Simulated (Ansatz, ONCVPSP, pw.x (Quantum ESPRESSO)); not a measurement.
## What a changed setting does to a pw.x run (fcc Tc)

Potential: optimised norm-conserving Vanderbilt (ONCV), ONCVPSP 4.0.1, PBE; core [Ar] 3d10, reference 4s2 4p6 4d5 5s2; waves: 4s+5s: rc 1.80 bohr, ncon 4, nbas 9, qcut 6.5 1/bohr, 2 projectors; 4p: rc 1.95 bohr, ncon 4, nbas 7, qcut 6.5 1/bohr, 1 projector; 4d: rc 1.65 bohr, ncon 4, nbas 7, qcut 6.4 1/bohr, 2 projectors, debl 1 Ha; f scattering state at 0.05 Ha: rc 2.00 bohr, ncon 3, nbas 6, qcut 6 1/bohr, 2 projectors, debl 2.5 Ha; local part: polynomial inside 1.15 bohr (lpopt 5, dvloc0 4 Ha); core correction: none.

The reference run (k-mesh 15³, cutoffs 120/480 Ry, Fermi–Dirac 0.01 Ry, mixing_beta 0.4, conv_thr 1e-9, no spin) gives -4.13 GPa at 14.543 Å³/atom, where all-electron LAPW gives -0.46 GPa. This run, with its own iteration cap, changes mixing_beta to 0.05.

```
&control
  calculation='scf', prefix='x', pseudo_dir='./', outdir='./tmp', tstress=.true., disk_io='none'
/
&system
  ibrav=0, nat=1, ntyp=1, ecutwfc=120, ecutrho=480, nbnd=15,
  occupations='smearing', smearing='fd', degauss=0.01
/
&electrons
  conv_thr=1e-09, mixing_beta=0.05, electron_maxstep=60
/
ATOMIC_SPECIES
Tc 1.0 Tc.UPF
CELL_PARAMETERS angstrom
  0.00000000 1.93734962 1.93734962
  1.93734962 0.00000000 1.93734962
  1.93734962 1.93734962 0.00000000
ATOMIC_POSITIONS crystal
Tc 0.0000 0.0000 0.0000
K_POINTS automatic
15 15 15 0 0 0
```

```bash
pw.x < Tc.scf.in > Tc.scf.out
```

Q: How does the run end?

A: It converges in 10 iterations; the free energy moves by +0.0 meV/atom and the pressure by +0.00 GPa. The result is that of the reference run.

```
Message from routine setup:
     using ibrav=0 with symmetry is DISCOURAGED, use correct ibrav instead
     lattice parameter (alat)  =       5.1775  a.u.
     unit-cell volume          =      98.1410 (a.u.)^3
     number of electrons       =        15.00
     number of Kohn-Sham states=           15
     kinetic-energy cutoff     =     120.0000  Ry
     charge density cutoff     =     480.0000  Ry
     scf convergence threshold =      1.0E-09
     Exchange-correlation= PBE
     number of k points=   120  Fermi-Dirac smearing, width (Ry)=  0.0100
     iteration #  1     ecut=   120.00 Ry     beta= 0.05
     total energy              =    -162.93412243 Ry
     estimated scf accuracy    <       0.03392878 Ry
     iteration #  2     ecut=   120.00 Ry     beta= 0.05
     total energy              =    -162.91973961 Ry
     estimated scf accuracy    <       0.02752996 Ry
     iteration #  3     ecut=   120.00 Ry     beta= 0.05
     total energy              =    -162.92500991 Ry
     estimated scf accuracy    <       0.00068939 Ry
     iteration #  4     ecut=   120.00 Ry     beta= 0.05
     total energy              =    -162.92494200 Ry
     estimated scf accuracy    <       0.00059012 Ry
     iteration #  5     ecut=   120.00 Ry     beta= 0.05
     total energy              =    -162.92496232 Ry
     estimated scf accuracy    <       0.00004817 Ry
     iteration #  6     ecut=   120.00 Ry     beta= 0.05
     total energy              =    -162.92497300 Ry
     estimated scf accuracy    <       0.00000101 Ry
     iteration #  7     ecut=   120.00 Ry     beta= 0.05
     total energy              =    -162.92497347 Ry
     estimated scf accuracy    <       0.00000058 Ry
     iteration #  8     ecut=   120.00 Ry     beta= 0.05
     total energy              =    -162.92497349 Ry
     estimated scf accuracy    <       0.00000004 Ry
     iteration #  9     ecut=   120.00 Ry     beta= 0.05
     total energy              =    -162.92497349 Ry
     estimated scf accuracy    <       0.00000001 Ry
     iteration # 10     ecut=   120.00 Ry     beta= 0.05
     the Fermi energy is    22.0983 ev
!    total energy              =    -162.92497350 Ry
     estimated scf accuracy    <          2.1E-10 Ry
     smearing contrib. (-TS)   =      -0.00476368 Ry
     The total energy is F=E-TS. E is the sum of the following terms:
     one-electron contribution =     -27.63556746 Ry
     hartree contribution      =      23.47669181 Ry
     xc contribution           =     -17.87400737 Ry
     ewald contribution        =    -140.88732680 Ry
     convergence has been achieved in  10 iterations
          total   stress  (Ry/bohr**3)                   (kbar)     P=      -41.35
     Message from routine punch:
     Nothing written, as per user request (disk_io='none')
```

The run took about 31 s on one core of a shared host (AMD EPYC 9R45 96-Core Processor, 96 threads, 376 GiB, load 47).
